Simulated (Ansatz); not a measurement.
# Al: the cost of one run

Method: DFT PBE, scalar-relativistic, plane waves, PAW, in Ansatz 0.2.0.

**1. Starting point**

Symmetry: Im-3m, No. 229, cubic system. Conventional cell: a = 3.182 Å, b = 3.182 Å, c = 3.182 Å, α = 90.00°, β = 90.00°, γ = 90.00°. Al (site symmetry m-3m) is surrounded by 8 Al at 2.76 Å.

As a file:

```cif
data_structure
_symmetry_space_group_name_H-M 'Im-3m'
_symmetry_Int_Tables_number 229
_cell_length_a 3.1824
_cell_length_b 3.1824
_cell_length_c 3.1824
_cell_angle_alpha 90.000
_cell_angle_beta 90.000
_cell_angle_gamma 90.000
_cell_volume 32.23
loop_
_atom_site_label
_atom_site_type_symbol
_atom_site_symmetry_multiplicity
_atom_site_Wyckoff_symbol
_atom_site_fract_x
_atom_site_fract_y
_atom_site_fract_z
_atom_site_occupancy
Al1 Al 2 a 0.00000 0.00000 0.00000 1
```

The runs take a perfect supercell of 64 atoms; the defect goes to fractional position (0.000, 0.000, 0.000).

**2. The perfect supercell**

Input file input.yaml:

```yaml
crystal:
  lattice:
    - [-6.364875, 6.364875, 6.364875]
    - [6.364875, -6.364875, 6.364875]
    - [6.364875, 6.364875, -6.364875]
  atoms:
    - { symbol: Al, position: [0.0, 0.0, 0.0] }
    - { symbol: Al, position: [0.0, 0.0, 0.25] }
    - { symbol: Al, position: [0.0, 0.0, 0.5] }
    - { symbol: Al, position: [0.0, 0.0, 0.75] }
    - { symbol: Al, position: [0.0, 0.25, 0.0] }
    - { symbol: Al, position: [0.0, 0.25, 0.25] }
    - { symbol: Al, position: [0.0, 0.25, 0.5] }
    - { symbol: Al, position: [0.0, 0.25, 0.75] }
    - { symbol: Al, position: [0.0, 0.5, 0.0] }
    - { symbol: Al, position: [0.0, 0.5, 0.25] }
    - { symbol: Al, position: [0.0, 0.5, 0.5] }
    - { symbol: Al, position: [0.0, 0.5, 0.75] }
    - { symbol: Al, position: [0.0, 0.75, 0.0] }
    - { symbol: Al, position: [0.0, 0.75, 0.25] }
    - { symbol: Al, position: [0.0, 0.75, 0.5] }
    - { symbol: Al, position: [0.0, 0.75, 0.75] }
    - { symbol: Al, position: [0.25, 0.0, 0.0] }
    - { symbol: Al, position: [0.25, 0.0, 0.25] }
    - { symbol: Al, position: [0.25, 0.0, 0.5] }
    - { symbol: Al, position: [0.25, 0.0, 0.75] }
    - { symbol: Al, position: [0.25, 0.25, 0.0] }
    - { symbol: Al, position: [0.25, 0.25, 0.25] }
    - { symbol: Al, position: [0.25, 0.25, 0.5] }
    - { symbol: Al, position: [0.25, 0.25, 0.75] }
    - { symbol: Al, position: [0.25, 0.5, 0.0] }
    - { symbol: Al, position: [0.25, 0.5, 0.25] }
    - { symbol: Al, position: [0.25, 0.5, 0.5] }
    - { symbol: Al, position: [0.25, 0.5, 0.75] }
    - { symbol: Al, position: [0.25, 0.75, 0.0] }
    - { symbol: Al, position: [0.25, 0.75, 0.25] }
    - { symbol: Al, position: [0.25, 0.75, 0.5] }
    - { symbol: Al, position: [0.25, 0.75, 0.75] }
    - { symbol: Al, position: [0.5, 0.0, 0.0] }
    - { symbol: Al, position: [0.5, 0.0, 0.25] }
    - { symbol: Al, position: [0.5, 0.0, 0.5] }
    - { symbol: Al, position: [0.5, 0.0, 0.75] }
    - { symbol: Al, position: [0.5, 0.25, 0.0] }
    - { symbol: Al, position: [0.5, 0.25, 0.25] }
    - { symbol: Al, position: [0.5, 0.25, 0.5] }
    - { symbol: Al, position: [0.5, 0.25, 0.75] }
    - { symbol: Al, position: [0.5, 0.5, 0.0] }
    - { symbol: Al, position: [0.5, 0.5, 0.25] }
    - { symbol: Al, position: [0.5, 0.5, 0.5] }
    - { symbol: Al, position: [0.5, 0.5, 0.75] }
    - { symbol: Al, position: [0.5, 0.75, 0.0] }
    - { symbol: Al, position: [0.5, 0.75, 0.25] }
    - { symbol: Al, position: [0.5, 0.75, 0.5] }
    - { symbol: Al, position: [0.5, 0.75, 0.75] }
    - { symbol: Al, position: [0.75, 0.0, 0.0] }
    - { symbol: Al, position: [0.75, 0.0, 0.25] }
    - { symbol: Al, position: [0.75, 0.0, 0.5] }
    - { symbol: Al, position: [0.75, 0.0, 0.75] }
    - { symbol: Al, position: [0.75, 0.25, 0.0] }
    - { symbol: Al, position: [0.75, 0.25, 0.25] }
    - { symbol: Al, position: [0.75, 0.25, 0.5] }
    - { symbol: Al, position: [0.75, 0.25, 0.75] }
    - { symbol: Al, position: [0.75, 0.5, 0.0] }
    - { symbol: Al, position: [0.75, 0.5, 0.25] }
    - { symbol: Al, position: [0.75, 0.5, 0.5] }
    - { symbol: Al, position: [0.75, 0.5, 0.75] }
    - { symbol: Al, position: [0.75, 0.75, 0.0] }
    - { symbol: Al, position: [0.75, 0.75, 0.25] }
    - { symbol: Al, position: [0.75, 0.75, 0.5] }
    - { symbol: Al, position: [0.75, 0.75, 0.75] }
basis:
  ecutwfc: 420
  fft_grid_basis: typed
kpoints:
  mp_grid: { grid: [1, 1, 1] }
hamiltonian:
  xc: pbe
  pseudopotentials: { kind: paw }
scf:
  occupations: { method: gaussian, width: 0.05 }
output:
  forces: true
  stress: false
  eigenvalues: true
  bader: false
  write_density: true
  volumetric_format: npy
```

Started as:

```console
> ansatz run input.yaml --threads 4 --pin off --max-ram 10240MiB --backend cpu --events-out ev --progress --plain --runs-dir out
```

Q: Estimate wall time and peak memory on 4 threads of Intel Xeon 6975P-C (Granite Rapids), shared host.

About 2.6 s, with a peak of 0.93 GiB.
